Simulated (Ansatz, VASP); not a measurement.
**One calculation of Mg, two programs**

```
Mg
1.0
     3.06404    0.00000    0.00000
    -1.53202    2.65354    0.00000
     0.00000    0.00000    4.96760
Mg
2
Direct
  0.33333 0.66667 0.25000
  0.66667 0.33333 0.75000
```

Alike in both runs: functional PBE; k mesh 16 × 16 × 10; occupations gaussian, width 0.05 eV; no spin polarisation.

Ansatz relaxed the structure, and its values are those at the end. VASP's run is a single point on that final structure, the one shown.

|  | VASP | Ansatz |
| --- | --- | --- |
| version | VASP 6.6.1 | Ansatz 0.2.0 |
| potentials or method | VASP PAW PBE potentials, release 64 (Mg) | scalar-relativistic, plane waves, PAW |
| plane-wave cutoff (eV) | 520 | 420 |
| valence electrons in the cell | 4 | 20 |

Ansatz gave:

```
gap on the k mesh at the Fermi level (eV) : none
pressure (GPa)                            : 6.0
```

**Question.** What did VASP give for the same quantities?

**Answer.** gap on the k mesh at the Fermi level (eV): none; pressure (GPa): 5.9.

A gap of «none» marks a metal or a gap that the smearing closes. The two sets of potentials don't hold the same shells in valence.
